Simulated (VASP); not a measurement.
Set up this calculation in VASP 6.6.1, as the native input.

| Quantity | Value |
| --- | --- |
| Task | relaxation of cell and atoms |
| Functional | r2SCAN |
| Dispersion | rVV10 |
| Potentials or basis | VASP PAW PBE potentials, release 64 (Al, O) |
| Cutoff | 600 eV |
| k mesh | 10 × 10 × 4 |
| Occupations | gaussian, width 0.05 eV |
| Spin | no spin polarisation |
| Further INCAR settings | ALGO = Normal; EDIFF = 1e-06; IBRION = 2; EDIFFG = -0.02; NSW = 60; ISIF = 3 |

The structure of Al2O3 lies in POSCAR:

```
Al2O3
1.0
    3.0174825440      0.0000000000      0.0000000000
   -1.5087412720      2.6132165386      0.0000000000
    0.0000000000      0.0000000000      7.5746360022
Al O
2 3
Direct
    0.0000000000      0.0000000000      0.7220490000
    0.0000000000      0.0000000000      0.2779510000
    0.0000000000      0.0000000000      0.5000000000
    0.6666666667      0.3333333333      0.8005460000
    0.3333333333      0.6666666667      0.1994540000
```

Measurements of this composition are mostly on another form, of space group No. 167.

These files were run (other wordings do the same):

INCAR

```
PREC = Accurate
ENCUT = 600
EDIFF = 1E-6
ISMEAR = 0
SIGMA = 0.05
LREAL = False
LASPH = True
NELM = 80
ALGO = Normal
ISIF = 3
LWAVE = False
LCHARG = False
METAGGA = R2SCAN
LMIXTAU = True
LUSE_VDW = True
IVDW_NL = 2
BPARAM = 11.95
CPARAM = 0.0093
IBRION = 2
NSW = 60
EDIFFG = -0.02
```

KPOINTS

```
Automatic mesh
0
Gamma
  10 10 4
```

Potentials or basis: VASP PAW PBE potentials, release 64 (Al, O).

Launch:

```bash
$ cat potpaw_PBE.64/Al/POTCAR potpaw_PBE.64/O/POTCAR > POTCAR
$ mpirun -np 1 vasp_std > vasp.out
```

Results of the run:

The relaxed volume is 11.22 Å³/atom and the relaxed cell is a = 2.979 Å, b = 2.979 Å, c = 7.304 Å, α = 90.00°, β = 90.00°, γ = 120.00°. The space group after relaxing (to 0.05 Å) is P-3m1 (No. 164), the energy gained by relaxing is 11.0 meV/atom and the ionic steps are 19. The pressure after relaxing is 0.0 GPa. The band gap on the k mesh is 3.09 eV, direct.

Caveat: the PAW data sets were made with another functional, which shifts forces and pressure a little.

Run time: 31 min on 1 thread of Intel(R) Xeon(R) 6975P-C (Granite Rapids), on a shared host, peak memory 0.37 GiB.
